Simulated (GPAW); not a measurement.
A run of GPAW 26.7.0:

File run.py:

```python
from ase import Atoms
from ase.filters import FrechetCellFilter
from ase.io import write
from ase.optimize import BFGS
from ase.units import GPa
from gpaw import GPAW, PW, setup_paths

setup_paths.insert(0, '.')

atoms = Atoms(['Ba', 'Zr', 'O', 'O', 'O'],
              cell=[[4.19134, 0.0, 0.0],
                    [0.0, 4.19134, 0.0],
                    [0.0, 0.0, 4.19134]],
              scaled_positions=[[0.0, 0.0, 0.0],
                                [0.5, 0.5, 0.5],
                                [0.5, 0.5, 0.0],
                                [0.5, 0.0, 0.5],
                                [0.0, 0.5, 0.5]],
              pbc=True)

calc = GPAW(mode=PW(800),
            xc='PBEsol',
            kpts={'size': (6, 6, 6), 'gamma': True},
            occupations={'name': 'fermi-dirac', 'width': 0.05},
            nbands=36,
            convergence={'density': 1e-05, 'forces': 0.0001},
            maxiter=150,
            txt='gpaw.txt')
atoms.calc = calc
opt = BFGS(FrechetCellFilter(atoms, scalar_pressure=30 * GPa), trajectory='relax.traj', logfile='-')
done = opt.run(fmax=0.02, steps=60)
calc.write('gs.gpw')
write('result.traj', atoms)
print('Converged:', done)
print('Cell:', atoms.cell.cellpar().round(4))
print('Volume:', round(atoms.get_volume(), 4))
print(atoms.get_scaled_positions().round(5))
```

Potentials or basis: PAW data sets generated in the run's folder for this functional, pw.

Command:

```sh
$ gpaw-setup -f PBEsol Ba O Zr
$ OMP_NUM_THREADS=1 python run.py
```

Hardware: 1 thread of Arm Neoverse V2, with other jobs on the host.

**Question.** Estimate the wall time of this run.

**Answer.** It took 2.6 min on 1 thread of Arm Neoverse V2, with other jobs on the host, peak memory 0.33 GiB. Counts: scf iterations 39, plane waves 3840, bands 36, k points 20, ion steps 4.
